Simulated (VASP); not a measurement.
# GaN (Fm-3m) in VASP: settings compared, part 2 of 2

VASP 6.6.1.

### 4 Single point, PBEsol

The input, INCAR:

```
SYSTEM = GaN
ALGO     = Fast           ! electronic algorithm
EDIFF    = 1E-6           ! SCF threshold, eV
ENCUT    = 520            ! plane-wave cutoff, eV
GGA      = PS             ! functional
ISIF     = 2              ! what is computed and relaxed
ISMEAR   = 0              ! smearing method
LASPH    = .TRUE.         ! aspherical terms in the spheres
LCHARG   = .FALSE.        ! write CHGCAR
LREAL    = .FALSE.        ! projectors in reciprocal space
LWAVE    = .FALSE.        ! write WAVECAR
NELM     = 60             ! most SCF steps
PREC     = Accurate       ! precision mode
SIGMA    = 0.02           ! smearing width, eV
```

The input, KPOINTS:

```
k-points
0
G
  22 22 22
  0 0 0
```

The input, POSCAR:

```
GaN
1.0
    0.0000000000      2.1108000000      2.1108000000
    2.1108000000      0.0000000000      2.1108000000
    2.1108000000      2.1108000000      0.0000000000
Ga N
1 1
Direct
    0.0000000000      0.0000000000      0.0000000000
    0.5000000000      0.5000000000      0.5000000000
```

Potentials or basis: VASP PAW PBE potentials, release 64 (Ga_d, N).

The run is started by

```
> cat potpaw_PBE.64/Ga_d/POTCAR potpaw_PBE.64/N/POTCAR > POTCAR
> mpirun -np 1 vasp_std > vasp.out
```

OUTCAR:

```text
SYSTEM = GaN
   EDIFF = 1E-6
   ENCUT = 520
   GGA = PS
   ISIF = 2
   ISMEAR = 0
   LASPH = .TRUE.
   LREAL = .FALSE.
   NELM = 60
   PREC = Accurate

 ion  position               nearest neighbor table
   1  0.000  0.000  0.000-   2 2.11   2 2.11   2 2.11   2 2.11   2 2.11   2 2.11
   2  0.500  0.500  0.500-   1 2.11   1 2.11   1 2.11   1 2.11   1 2.11   1 2.11

  LATTYP: Found a face centered cubic cell.
 ALAT       =     4.2216000000

  Lattice vectors:

 A1 = (   0.0000000000,   2.1108000000,   2.1108000000)
 A2 = (   2.1108000000,   0.0000000000,   2.1108000000)
 A3 = (   2.1108000000,   2.1108000000,   0.0000000000)

Analysis of symmetry for initial positions (statically):
=====================================================================
 Subroutine PRICEL returns:
 Original cell was already a primitive cell.

 Routine SETGRP: Setting up the symmetry group for a
 face centered cubic supercell.

 Subroutine GETGRP returns: Found 48 space group operations
 (whereof 48 operations were pure point group operations)
 out of a pool of 48 trial point group operations.

The static configuration has the point symmetry O_h .

Analysis of symmetry for dynamics (positions and initial velocities):
=====================================================================
 Subroutine PRICEL returns:
 Original cell was already a primitive cell.

 Routine SETGRP: Setting up the symmetry group for a
 face centered cubic supercell.

 Subroutine GETGRP returns: Found 48 space group operations
 (whereof 48 operations were pure point group operations)
 out of a pool of 48 trial point group operations.

The dynamic configuration has the point symmetry O_h .

 Subroutine INISYM returns: Found 48 space group operations
 (whereof 48 operations are pure point group operations),
 and found     1 'primitive' translations

----------------------------------------------------------------------------------------

                                     Primitive cell

  volume of cell :      18.8092

[... 119 lines left out ...]
 non-spin polarized calculation
 RMM-DIIS sequential band-by-band and
 Gauss-broadening in eV      SIGMA  =   0.02
  energy-cutoff  :      520.00
  volume of cell :       18.81
 maximum number of plane-waves:       532
 NGX is ok and might be reduce to    24
   NGX = 11   NGY = 11   NGZ = 11

 number of electron      18.0000009 magnetization

 Free energy of the ion-electron system (eV)
  ---------------------------------------------------
  ext. energy  EPLUGINS =         0.00000000
  ---------------------------------------------------
  free energy    TOTEN  =       -12.26004400 eV

  energy without entropy =      -12.26004400  energy(sigma->0) =      -12.26004400

 E-fermi :   7.9407     XC(G=0): -13.2997

 val. band max:        7.8286660214   @ k =  -0.1818   0.1818   0.0000
 cond. band min:       8.3528087791   @ k =   0.5000   0.5000   0.0000
 fundamental gap:      0.5241427577
 Fermi energy:         7.9406993545

 k-point     1 :       0.0000    0.0000    0.0000
  band No.  band energies     occupation
      1      -9.5356      2.00000
      2      -6.1147      2.00000
      3      -6.1147      2.00000
      4      -6.1147      2.00000
      5      -6.0172      2.00000
      6      -6.0172      2.00000
      7       7.2930      2.00000
      8       7.2930      2.00000
      9       7.2930      2.00000
     10      10.0921      0.00000
     11      22.4434      0.00000
     12      22.4435      0.00000
     13      22.4435      0.00000
[... 354 lines left out ...]
  band No.  band energies     occupation
      1      -6.5831      2.00000
      2      -6.3248      2.00000
      3      -6.2721      2.00000
      4      -6.1196      2.00000
      5      -5.8852      2.00000
      6      -5.8101      2.00000
      7      -0.4115      2.00000
      8       7.3725      2.00000
      9       7.6296      2.00000
     10      12.6431      0.00000
     11      16.2107      0.00000
     12      16.9014      0.00000
     13      17.8000      0.00000

 [... further k-points ...]

------------------------ aborting loop because EDIFF is reached ----------------------------------------

  FORCE on cell =-STRESS in cart. coord.  units (eV):
  Direction    XX          YY          ZZ          XY          YZ          ZX
  --------------------------------------------------------------------------------------
  -------------------------------------------------------------------------------------
  Total        0.0012245      0.0012245      0.0012245     -0.0000000      0.0000000      0.0000000
  in kB        0.1043044      0.1043044      0.1043044     -0.0000000      0.0000000      0.0000000
  external PRESSURE =       0.1043044 kB  Pullay stress =       0.0000000 kB

 VOLUME and BASIS-vectors are now :
 -----------------------------------------------------------------------------
  energy-cutoff  :      520.00
  volume of cell :       18.81
      direct lattice vectors                 reciprocal lattice vectors
     0.000000000  2.110800000  2.110800000    -0.236877013  0.236877013  0.236877013
     2.110800000  0.000000000  2.110800000     0.236877013 -0.236877013  0.236877013
     2.110800000  2.110800000  0.000000000     0.236877013  0.236877013 -0.236877013

 POSITION                                       TOTAL-FORCE (eV/Angst)
 -----------------------------------------------------------------------------------
      0.00000      0.00000      0.00000        -0.000000      0.000000      0.000000
      2.11080      2.11080      2.11080         0.000000     -0.000000     -0.000000
 -----------------------------------------------------------------------------------
    total drift:                                0.000000     -0.000000     -0.000000

  FREE ENERGIE OF THE ION-ELECTRON SYSTEM (eV)
  ---------------------------------------------------
  free  energy   TOTEN  =       -12.2600440033 eV

  energy  without entropy=      -12.2600440033  energy(sigma->0) =      -12.26004400
```

Run time: 33 s. Hardware: 1 thread of Intel Xeon Platinum 8559C (Emerald Rapids), shared host; peak memory 0.21 GiB.

Results:

```
Free energy            : -12.2600 eV
Pressure               : 0.0 GPa
Band gap on the k mesh : 0.52 eV, indirect (least direct gap 2.80 eV)
```

Caveat: the PAW data sets were made with another functional, which shifts forces and pressure a little.

### 5 Single point, PBEsol

INCAR, as its differences from that of step 4:

```diff
@@ -3,3 +3,3 @@
 EDIFF    = 1E-6           ! SCF threshold, eV
-ENCUT    = 520            ! plane-wave cutoff, eV
+ENCUT    = 900            ! plane-wave cutoff, eV
 GGA      = PS             ! functional
```

The input, KPOINTS:

```
k-points
0
G
  14 14 14
  0 0 0
```

POSCAR is that of step 4.

Potentials or basis: VASP PAW PBE potentials, release 64 (Ga_h, N_h).

The run is started by

```
> cat potpaw_PBE.64/Ga_h/POTCAR potpaw_PBE.64/N_h/POTCAR > POTCAR
> mpirun -np 1 vasp_std > vasp.out
```

Wall time 37 s (1 thread of Intel Xeon Platinum 8559C (Emerald Rapids), shared host); peak memory 0.2 GiB.

The run converged. Its results:

| Quantity | Value |
| --- | --- |
| Free energy | -12.2669 eV |
| Pressure | -0.3 GPa |
| Band gap on the k mesh | 0.53 eV, indirect (least direct gap 2.80 eV) |

Levels at points of the mesh, in eV from the valence-band top:
| k point | band 5 | band 6 | band 7 | band 8 | band 9 | band 10 | band 11 | band 12 | band 13 |
| --- | --- | --- | --- | --- | --- | --- | --- | --- | --- |
| (0.00, 0.00, 0.00) | -13.87 | -13.87 | -0.53 | -0.53 | -0.53 | 2.27 | 14.50 | 14.50 | 14.50 |
| (0.50, 0.00, 0.00) | -13.74 | -13.74 | -8.35 | -0.17 | -0.17 | 4.60 | 8.99 | 8.99 | 9.43 |
| (0.50, 0.50, 0.00) | -13.68 | -10.92 | -7.24 | -3.10 | -3.10 | 0.53 | 7.66 | 11.88 | 14.46 |

Caveat: the cutoff is under 1.25 times the usual one of these potentials, so pressure, stress and relaxed cells hold a basis-set (Pulay) error; the PAW data sets were made with another functional, which shifts forces and pressure a little. A k mesh can miss the band edges.

### 6 Single point, r2SCAN

The input, INCAR:

```
SYSTEM = GaN
ALGO     = Normal         ! electronic algorithm
EDIFF    = 1E-6           ! SCF threshold, eV
ENCUT    = 520            ! plane-wave cutoff, eV
ISIF     = 2              ! what is computed and relaxed
ISMEAR   = 0              ! smearing method
LASPH    = .TRUE.         ! aspherical terms in the spheres
LCHARG   = .FALSE.        ! write CHGCAR
LMIXTAU  = .TRUE.       
LREAL    = .FALSE.        ! projectors in reciprocal space
LWAVE    = .FALSE.        ! write WAVECAR
METAGGA  = R2SCAN         ! meta-GGA
NELM     = 60             ! most SCF steps
PREC     = Accurate       ! precision mode
SIGMA    = 0.02           ! smearing width, eV
```

KPOINTS is that of step 5.

POSCAR is that of step 5.

Potentials or basis: VASP PAW PBE potentials, release 64 (Ga_d, N).

The run is started by

```
> cat potpaw_PBE.64/Ga_d/POTCAR potpaw_PBE.64/N/POTCAR > POTCAR
> mpirun -np 1 vasp_std > vasp.out
```

Run time: 57 s. Hardware: 1 thread of Intel Xeon Platinum 8559C (Emerald Rapids), shared host; peak memory 0.16 GiB.

It converged, with:

```yaml
Free_energy: -20.9767 eV
Pressure: 0.6 GPa
Band_gap_on_the_k_mesh: 1.13 eV, indirect (least direct gap 3.36 eV)
```

Levels at points of the mesh, in eV from the valence-band top:
```tsv
k point	band 7	band 8	band 9	band 10	band 11	band 12
(0.00, 0.00, 0.00)	-0.53	-0.53	-0.53	2.83	15.47	15.47
(0.50, 0.00, 0.00)	-8.37	-0.18	-0.18	5.38	9.83	9.83
(0.50, 0.50, 0.00)	-7.26	-3.13	-3.13	1.13	8.50	13.09
```

Caveat: the PAW data sets were made with another functional, which shifts forces and pressure a little. r2SCAN opens gaps a little over a GGA but as a rule still falls short of measured ones.

### 7 Overview

```tsv
level	potentials or basis	k mesh	cutoff (eV)	smearing	further INCAR settings	gap on the mesh (eV)	pressure (GPa)
PBEsol	VASP PAW PBE potentials, release 64 (Ga_d, N)	14 × 14 × 14	520	gaussian 0.5 eV	ALGO = Fast; EDIFF = 1e-06	0.54	0.2
PBEsol	VASP PAW PBE potentials, release 64 (Ga_d, N)	14 × 14 × 14	700	gaussian 0.02 eV	ALGO = Fast; EDIFF = 1e-06	0.53	0.0
PBEsol	VASP PAW PBE potentials, release 64 (Ga_d, N)	22 × 22 × 22	520	gaussian 0.02 eV	ALGO = Fast; EDIFF = 1e-06	0.52	0.0
PBEsol	VASP PAW PBE potentials, release 64 (Ga_h, N_h)	14 × 14 × 14	900	gaussian 0.02 eV	ALGO = Fast; EDIFF = 1e-06	0.53	-0.3
r2SCAN	VASP PAW PBE potentials, release 64 (Ga_d, N)	14 × 14 × 14	520	gaussian 0.02 eV	ALGO = Normal; EDIFF = 1e-06	1.13	0.6
```

Alike in all rows: task single point; no spin polarisation; cell as given.

Caveats: the PAW data sets were made with another functional, which shifts forces and pressure a little; the cutoff is under 1.25 times the usual one of these potentials, so pressure, stress and relaxed cells hold a basis-set (Pulay) error (some runs).

Absolute energies hang on the potentials; compare differences alone.
